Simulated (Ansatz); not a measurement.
# A vibration from a frozen displacement in CdF2

Level of theory: DFT LDA, scalar-relativistic, plane waves, PAW (Ansatz 0.2.0). The runs took a 420 eV cutoff, a Γ-centred 8×8×8 mesh and Gaussian smearing (0.05 eV). No spin polarisation. Energies are free energies at this smearing, counted from the undisturbed cell; pressure is positive in compression.

The undisturbed cell (relaxed at this level):

```yaml
crystal:
  lattice:
    - [0.00000, 2.64883, 2.64883]
    - [2.64883, 0.00000, 2.64883]
    - [2.64883, 2.64883, 0.00000]
  atoms:
    - { symbol: Cd, position: [0.00000, 0.00000, 0.00000] }
    - { symbol: F, position: [0.25000, 0.25000, 0.25000] }
    - { symbol: F, position: [0.75000, 0.75000, 0.75000] }
```

Every Cd atom is moved by x along the Cartesian unit vector (0.577, 0.577, 0.577); the cell and all other atoms stay fixed. The cell's volume is 37.17 Å³; the moved atoms weigh 112.414 u together and the others 37.997 u. Some rows repeat others by symmetry and weren't run.

| x (Å) | ΔE (meV/cell) | total force on the moved atoms along the move (eV/Å) | pressure (GPa) |
| --- | --- | --- | --- |
| -0.3000 | 328.60 | 2.6497 | 6.4571 |
| -0.2625 | 239.40 | 2.1231 | 4.8259 |
| -0.2250 | 168.33 | 1.6801 | 3.4693 |
| -0.1875 | 112.55 | 1.3048 | 2.3620 |
| -0.1500 | 69.80 | 0.9831 | 1.4833 |
| -0.1125 | 38.30 | 0.7027 | 0.8167 |
| -0.0750 | 16.72 | 0.4522 | 0.3496 |
| -0.0375 | 4.13 | 0.2214 | 0.0730 |
| 0.0000 | 0.00 | 0.0000 | -0.0187 |
| 0.0375 | 4.13 | -0.2214 | 0.0730 |
| 0.0750 | 16.72 | -0.4522 | 0.3496 |
| 0.1125 | 38.30 | -0.7027 | 0.8167 |
| 0.1500 | 69.80 | -0.9831 | 1.4833 |
| 0.1875 | 112.55 | -1.3048 | 2.3620 |
| 0.2250 | 168.33 | -1.6801 | 3.4693 |
| 0.2625 | 239.40 | -2.1231 | 4.8259 |
| 0.3000 | 328.60 | -2.6497 | 6.4571 |

Question: What frequency belongs to this motion?

Answer: The force constant is k = −dF/dx = 5.903 eV/Å², from the parabola through x = -0.0375, 0 and 0.0375. In every cell the moved atoms swing against the rest, so the mass is μ = m₁m₂/(m₁ + m₂) = 28.398 u, and ν̃ = 521.5 cm⁻¹ × √(|k|/μ) = 238 cm⁻¹. To first order in x, and within 1 %, the force on every atom lies along the move and, within each of the two groups, in proportion to the atom's mass, so this is itself a mode at the zone centre of this cell, taken without macroscopic field (the transverse frequency in a polar insulator).

Question: How far does the harmonic law reach?

Answer: At x = -0.300 Å, kx²/2 = 265.63 meV against the computed 328.60 meV (+23.7 %): the well stiffens in this direction at large amplitude.

Question: The pressure changes with x². What does that say about the frequency under compression?

Answer: With E = k(V)x²/2, k ∝ V^(−2γ) and x scaling with the cell as V^(1/3), P − P0 = −∂E/∂V = (2γ − 2/3) ΔE/V. At x = 0.0750 Å, V(P − P0) = 37.17 × 0.36832 / 160.2 eV = 85.45 meV and ΔE = 16.72 meV, so γ = 1/3 + V(P − P0)/(2ΔE) = 2.89. This is the Grüneisen parameter of the motion under uniform scaling of the cell: shrinking the cell evenly by 1 % in volume raises the frequency by about 2.89 %.